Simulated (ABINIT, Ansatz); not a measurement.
# How the form of the self-energy moves the gap of RbCl (Fm-3m), part 2 of 2

Aim: compare treatments of exchange, screening and correlation for the gap of RbCl (Fm-3m).

ABINIT 10.8.3; PBE and many-body steps on it, plane waves. Known limits of the many-body steps: not at the basis limit; no spin-orbit coupling.

So far. Step 5 (G0W0, von der Linden-Horsch plasmon pole): Against G0W0 in ABINIT (4×4×4 mesh, 535 bands, screening to 283 eV, Godby-Needs plasmon pole), the gap moves by +0.350 eV. Step 6 (G0W0, Engel-Farid plasmon pole): Against G0W0 in ABINIT (4×4×4 mesh, 535 bands, screening to 283 eV, Godby-Needs plasmon pole), the gap moves by +0.228 eV.

### Step 7. One-shot Hartree-Fock

This step: one-shot Hartree-Fock on PBE, plane waves, norm-conserving pseudopotentials.

The input, run.abi:

```
acell 3*1.0 Angstrom
rprim 
  0.000000000000 3.289500000000 3.289500000000
  3.289500000000 0.000000000000 3.289500000000
  3.289500000000 3.289500000000 -0.000000000000
ntypat 2
znucl 37 17
natom 2
typat 1 2
xred 
  0.000000000000 0.000000000000 0.000000000000
  0.500000000000 0.500000000000 0.500000000000
pp_dirpath "pseudos"
pseudos "Rb.upf, Cl.upf"
ecut 25
ngkpt 4 4 4
nshiftk 1
shiftk 0 0 0
kptopt 1
chksymbreak 0
istwfk *1
occopt 1
irdwfk 1
optdriver 4
nband 12
gwcalctyp 5
ecutsigx 25
symsigma 1
nkptgw 1
kptgw 
  0.0000000000 0.0000000000 0.0000000000
bdgw 
  6 12
ixc_sigma 40
fftgw 31
indata_prefix "in"
outdata_prefix "out"
tmpdata_prefix "tmp"
```

The run is started by

```sh
$ OMP_NUM_THREADS=1 mpirun -n 4 abinit run.abi > log
```

The log of the run:

```text
.Version 10.8.3 of ABINIT. v10.8.2 released Aug 2026.

 Symmetries : space group Fm -3 m (#225); Bravais cF (face-center cubic)
[... echo of the input left out ...]
== DATASET  1 ==================================================================
-   mpi_nproc: 4, omp_nthreads: 1 (-1 if OMP is not activated)

--- !DatasetInfo
iteration_state: {dtset: 1, }
dimensions: {natom: 2, nkpt: 8, mband: 12, nsppol: 1, nspinor: 1, nspden: 1, mpw: 2884, }
cutoff_energies: {ecut:  25.0, pawecutdg:  -1.0, }
[...]
10   6.578  -7.734  -3.429   0.000   1.000   0.000  -3.429   4.305  10.883
       11   6.578  -7.734  -3.429   0.000   1.000   0.000  -3.429   4.305  10.883
       12   6.578  -7.734  -3.429   0.000   1.000   0.000  -3.429   4.305  10.883

== END DATASET(S) ==============================================================
================================================================================

 -outvars: echo values of variables after computation  --------
           etotal      0.0000000000E+00
            nband          12
             nkpt           8
          spgroup         225
 [... the other variables as echoed above ...]

 Calculation completed.
```

Run time: 2.5 s. Hardware: 4 MPI ranks of Intel Xeon Platinum 8488C (Sapphire Rapids), shared host; peak memory 0.14 GiB.

Numbers from this step:

```
quasiparticle gap on the points computed              : 13.12 eV
starting gap on the mesh                              : 5.003 eV
k of the valence top                                  : 0, 0, 0
k of the conduction bottom                            : 0, 0, 0
least direct quasiparticle gap on the computed points : 13.12 eV
```

Against G0W0 in ABINIT (4×4×4 mesh, 535 bands, screening to 283 eV, Godby-Needs plasmon pole), the gap moves by +5.190 eV.

### Step 8. Screening, 4×4×4 mesh, 535 bands, screening to 283 eV

This step: RPA screening on PBE, plane waves, norm-conserving pseudopotentials.

run.abi: that of step 7 with these lines changed.

```diff
@@ -23,14 +23,14 @@
 irdwfk 1
-optdriver 4
-nband 12
-gwcalctyp 5
-ecutsigx 25
-symsigma 1
-nkptgw 1
-kptgw 
-  0.0000000000 0.0000000000 0.0000000000
-bdgw 
-  6 12
-ixc_sigma 40
-fftgw 31
+optdriver 3
+nband 535
+ecuteps 10.4
+inclvkb 2
+awtr 1
+symchi 1
+gwcalctyp 2
+nfreqre 16
+freqremax 40 eV
+nfreqim 8
+spmeth 1
+nomegasf 120
 indata_prefix "in"
```

The log of the run:

```text
.Version 10.8.3 of ABINIT. v10.8.2 released Aug 2026.

 Symmetries : space group Fm -3 m (#225); Bravais cF (face-center cubic)
[... echo of the input left out ...]
== DATASET  1 ==================================================================
-   mpi_nproc: 4, omp_nthreads: 1 (-1 if OMP is not activated)

--- !DatasetInfo
iteration_state: {dtset: 1, }
dimensions: {natom: 2, nkpt: 8, mband: 535, nsppol: 1, nspinor: 1, nspden: 1, mpw: 2884, }
cutoff_energies: {ecut:  25.0, pawecutdg:  -1.0, }
electrons: {nelect:   1.60000000E+01, charge:   0.00000000E+00, occopt:   1.00000000E+00, tsmear:   1.00000000E-02, }

 SCREENING: Calculation of the susceptibility and dielectric matrices

 Based on a program developped by R.W. Godby, V. Olevano, G. Onida, and L. Reining.
 Incorporated in ABINIT by V. Olevano, G.-M. Rignanese, and M. Torrent.
.Using double precision arithmetic ; gwpc =  8

[... cell and pseudopotentials left out ...]
--------------------------------------------------------------------------------

 ==== K-mesh for the wavefunctions ====
 Number of points in the irreducible wedge :     8
[... list of points left out ...]
 Together with 48 symmetry operations and time-reversal symmetry
 yields    64 points in the full Brillouin Zone.

 ==== Q-mesh for the screening function ====
 Number of points in the irreducible wedge :     8
[... list of points left out ...]
 Together with 48 symmetry operations and time-reversal symmetry
 yields    64 points in the full Brillouin Zone.

 setmesh: FFT mesh size selected  =    36x   36x   36
          total number of points  =        46656

 vcoul_init : cutoff-mode = AUXILIARY_FUNCTION
 q-points for optical limit:   1
     1)      0.000010    0.000020    0.000030

- screening: taking advantage of time-reversal symmetry
- Maximum band index for partially occupied states nbvw = 8
- Remaining bands to be divided among processors   nbcw = 527
- Number of bands treated by each node ~131

 Number of electrons calculated from density =   16.0000; Expected =   16.0000
 average of density, n =  0.033305
 r_s =    1.9281
 omega_plasma =   17.6038 [eV]

 calculating chi0 at frequencies [eV] :
  1    0.000000E+00    0.000000E+00
  2    2.666667E+00    0.000000E+00
  3    5.333333E+00    0.000000E+00
[...]
23    0.000000E+00    4.483392E+01
 24    0.000000E+00    6.312665E+01

--------------------------------------------------------------------------------
  q-point number  1        q = ( 0.000000, 0.000000, 0.000000) [r.l.u.]
--------------------------------------------------------------------------------
[... chi0 elements left out ...]
  [... further frequencies ...]

 No. of calculated frequencies >  15, stop printing
 For q-point:  0.000010 0.000020 0.000030
  dielectric constant =   2.2085
  dielectric constant without local fields =   2.6279

  Average fulfillment of the sum rule on Im[epsilon] for q-point    1 :     94.98  [%]
[... wings left out ...]
  q-point number  2        q = ( 0.250000, 0.000000, 0.000000) [r.l.u.]
--------------------------------------------------------------------------------
[... chi0 elements left out ...]
  [... further frequencies ...]

 No. of calculated frequencies >  15, stop printing
  Average fulfillment of the sum rule on Im[epsilon] for q-point    2 :     95.81  [%]

 [... 6 further q-points ...]
```

Run time: 24 min. Hardware: 4 MPI ranks; peak memory 6.1 GiB; 1.6 h of CPU time.

Numbers from this step:

```
ε∞ with local fields, on this mesh, along the program's q direction : 2.208
the same without local fields                                       : 2.628
plasma frequency                                                    : 17.60 eV
plane waves in the screening matrix                                 : 749
```

### Step 9. G0W0, contour deformation

This step: G0W0 on PBE, plane waves, norm-conserving pseudopotentials.

run.abi: that of step 8 with these lines changed.

```diff
@@ -23,14 +23,15 @@
 irdwfk 1
-optdriver 3
+optdriver 4
 nband 535
+gwcalctyp 2
+ecutsigx 25
+symsigma 1
+nkptgw 1
+kptgw 
+  0.0000000000 0.0000000000 0.0000000000
+bdgw 
+  6 12
 ecuteps 10.4
-inclvkb 2
-awtr 1
-symchi 1
-gwcalctyp 2
-nfreqre 16
-freqremax 40 eV
-nfreqim 8
-spmeth 1
-nomegasf 120
+irdscr 1
+gwmem 01
 indata_prefix "in"
```

The log of the run:

```text
.Version 10.8.3 of ABINIT. v10.8.2 released Aug 2026.

 Symmetries : space group Fm -3 m (#225); Bravais cF (face-center cubic)
[... echo of the input left out ...]
== DATASET  1 ==================================================================
-   mpi_nproc: 4, omp_nthreads: 1 (-1 if OMP is not activated)

--- !DatasetInfo
iteration_state: {dtset: 1, }
dimensions: {natom: 2, nkpt: 8, mband: 535, nsppol: 1, nspinor: 1, nspden: 1, mpw: 2884, }
cutoff_energies: {ecut:  25.0, pawecutdg:  -1.0, }
[...]
7  -1.409 -14.024 -18.548   1.664   0.790  -0.266 -16.283  -2.258  -3.667
[...]
12   6.578  -7.734  -3.429  -2.965   0.861  -0.161  -6.580   1.154   7.733
       12   0.000   0.000   0.000  -0.001   0.000   0.000  -0.001  -0.001  -0.001

== END DATASET(S) ==============================================================
================================================================================

 -outvars: echo values of variables after computation  --------
           etotal      0.0000000000E+00
            nband         535
             nkpt           8
          spgroup         225
 [... the other variables as echoed above ...]

 Calculation completed.
```

Run time: 2.3 min. Hardware: 4 MPI ranks; peak memory 4.4 GiB; 9.2 min of CPU time.

This step gave:

| Item | Value |
| --- | --- |
| G0W0 gap on the points computed | 7.843 eV |
| starting gap on the mesh | 5.003 eV |
| k of the valence top | 0, 0, 0 |
| k of the conduction bottom | 0, 0, 0 |
| least direct G0W0 gap on the computed points | 7.843 eV |

Against G0W0 in ABINIT (4×4×4 mesh, 535 bands, screening to 283 eV, Godby-Needs plasmon pole), the gap moves by −0.083 eV.

### Step 10. Side by side

Times are wall times on 4 MPI ranks of Intel Xeon Platinum 8488C (Sapphire Rapids), shared host, good to a factor of about two. A run's time includes the screening step that it read.

| run | mesh | bands | screening cutoff (eV) | DFT gap (eV) | gap on the mesh (eV) | direct (eV) | ε∞ used | time |
| --- | --- | --- | --- | --- | --- | --- | --- | --- |
| G0W0, Godby-Needs plasmon pole | 4×4×4 | 535 | 283 | 5.003 | 7.926 | 7.926 | 2.19 | 7.7 min |
| G0W0, von der Linden-Horsch plasmon pole | 4×4×4 | 535 | 283 | 5.003 | 8.276 | 8.276 | 2.19 | 6.2 min |
| G0W0, Engel-Farid plasmon pole | 4×4×4 | 535 | 283 | 5.003 | 8.154 | 8.154 | 2.19 | 6.1 min |
| one-shot Hartree-Fock | 4×4×4 | - | - | 5.003 | 13.116 | 13.116 | - | 2.5 s |
| G0W0, contour deformation | 4×4×4 | 535 | 283 | 5.003 | 7.843 | 7.843 | 2.21 | 26 min |

### Step 11. What came out

```json
{
  "G0W0, Godby-Needs plasmon pole": "7.926 eV",
  "G0W0, von der Linden-Horsch plasmon pole": "8.276 eV",
  "G0W0, Engel-Farid plasmon pole": "8.154 eV",
  "one-shot Hartree-Fock": "13.116 eV",
  "G0W0, contour deformation": "7.843 eV",
  "known limits": "not at the basis limit; no spin-orbit coupling"
}
```

**Reading.** G0W0, von der Linden-Horsch plasmon pole: +0.350 eV against G0W0, Godby-Needs plasmon pole. G0W0, Engel-Farid plasmon pole: +0.228 eV against G0W0, Godby-Needs plasmon pole. One-shot Hartree-Fock: +5.190 eV against G0W0, Godby-Needs plasmon pole. G0W0, contour deformation: −0.083 eV against G0W0, Godby-Needs plasmon pole. Bare exchange alone opens the gap to 13.12 eV; against G0W0, correlation takes back 5.19 eV. Bands and cutoff are finite, so the gap is not at the basis limit. The miss can reach some tenths of an eV and take either sign; the mesh is an error of its own. In the G0W0 runs levels were corrected at 1 k point alone, so a gap called «on the mesh» is the least over those, and an edge elsewhere would be missed. The many-body steps are scalar-relativistic: spin-orbit coupling is not in them.

[Paths, hosts, dates, memory and timing lines, banners, echoed tables and standing remarks are left out of the program output.]

[Logs are printed without paths, hosts, clocks, repeated set-up lines and the standing remarks that a program may print on its own settings, such as how far it seeks lower states.]

[Runs of the session that timed out or met a known fault of the program may be left out.]

[Hosts, paths, dates, database ids (printed as entryN), source tags and the programs' standing remarks are cut or masked in the printed files.]

[G0W0 gaps are taken among the corrected bands and points alone; a level outside them can change the order at an edge.]

[Where Ansatz stands beside ABINIT at settings called matched, ABINIT's density can come from a denser mesh and the files from another edition; pairs whose starting gaps differed by over 0.03 eV were left out, so agreement reads better than it is.]
